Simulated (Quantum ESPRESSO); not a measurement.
Crystal: MnO.

```
CELL_PARAMETERS angstrom
0.00000 2.22200 2.22200
2.22200 0.00000 2.22200
2.22200 2.22200 0.00000
ATOMIC_POSITIONS crystal
Mn 0.00000 0.00000 0.00000
O 0.50000 0.50000 0.50000
```

```yaml
Program: Quantum ESPRESSO 7.5
Task: phonon dispersion
Functional: PBE
Potentials_or_basis: PseudoDojo 0.4.1 SR PBE standard
Cutoff: 1306 eV
Density_cutoff: 5225 eV
k_mesh: 4 × 4 × 4, shifted
Occupations: fermi-dirac, width 0.05 eV
Spin: collinear spin, ferromagnetic start
Starting_moments: "[4.0, 0.0] μB"
Mixing_beta: 0.3
Most_SCF_iterations: 120
SCF_threshold: 4e-10 Ry
q_mesh: 2 × 2 × 2
```

The cell and the atoms were relaxed first, to 11.12 Å³/atom (a = 3.156 Å, b = 3.156 Å, c = 3.156 Å, α = 60.00°, β = 60.00°, γ = 60.00°), and the response was taken there.

Question: What are the zero-point energy, and the vibrational entropy and heat capacity at 298.15 K?

Answer: Zero-point energy 42.7 meV/atom; entropy 3.09 k_B/atom (25.7 J/(K·mol of atoms)); Cv 2.68 k_B/atom, 89 % of the classical limit. These are harmonic values without the electrons' part.

Phonon frequencies at the corners of the path (cm⁻¹, interpolated; i marks imaginary ones):
```csv
point,frequencies
Γ,0 0 0 242 242 242
X,147 147 213 297 297 374
W,174 197 197 286 334 334
K,136 209 209 259 335 350
L,133 133 187 187 302 415
U,136 209 209 259 335 350
```

Harmonic thermodynamics per atom at this volume (zero-point energy 42.7 meV, Debye temperature from the second moment 454 K):
| T (K) | free energy (meV) | entropy (k_B) | heat capacity Cv (k_B) |
| --- | --- | --- | --- |
| 50 | 42.6 | 0.15 | 0.41 |
| 100 | 40.8 | 0.74 | 1.38 |
| 200 | 28.5 | 2.07 | 2.37 |
| 298.15 | 6.5 | 3.09 | 2.68 |
| 500 | -60.7 | 4.53 | 2.88 |
| 800 | -196.9 | 5.90 | 2.95 |

Phonon states per cell in windows of 20 cm⁻¹ (negative: imaginary):
| from (cm⁻¹) | total | Mn | O |
| --- | --- | --- | --- |
| 0 | 0.00 | 0.00 | 0.00 |
| 20 | 0.01 | 0.00 | 0.00 |
| 40 | 0.03 | 0.02 | 0.01 |
| 60 | 0.06 | 0.05 | 0.01 |
| 80 | 0.12 | 0.10 | 0.02 |
| 100 | 0.23 | 0.20 | 0.03 |
| 120 | 0.58 | 0.55 | 0.04 |
| 140 | 0.52 | 0.49 | 0.03 |
| 160 | 0.34 | 0.32 | 0.02 |
| 180 | 0.28 | 0.22 | 0.06 |
| 200 | 0.60 | 0.28 | 0.32 |
| 220 | 0.56 | 0.26 | 0.30 |
| 240 | 0.54 | 0.23 | 0.31 |
| 260 | 0.47 | 0.12 | 0.35 |
| 280 | 0.44 | 0.13 | 0.30 |
| 300 | 0.28 | 0.02 | 0.26 |
| 320 | 0.10 | 0.00 | 0.10 |
| 340 | 0.27 | 0.00 | 0.27 |
| 360 | 0.42 | 0.00 | 0.42 |
| 380 | 0.13 | 0.00 | 0.13 |
| 400 | 0.02 | 0.00 | 0.02 |

A q mesh this small can miss soft modes between its points.

Caveat: the k mesh is coarse (spacing up to 0.61 Å⁻¹), so the values aren't converged; the mesh is thin for the phonons of a metal; the q mesh is small, so phonon branches between its points and thermal values are rough; a cell with one magnetic atom can't hold antiferromagnetic order, which such compounds often take.
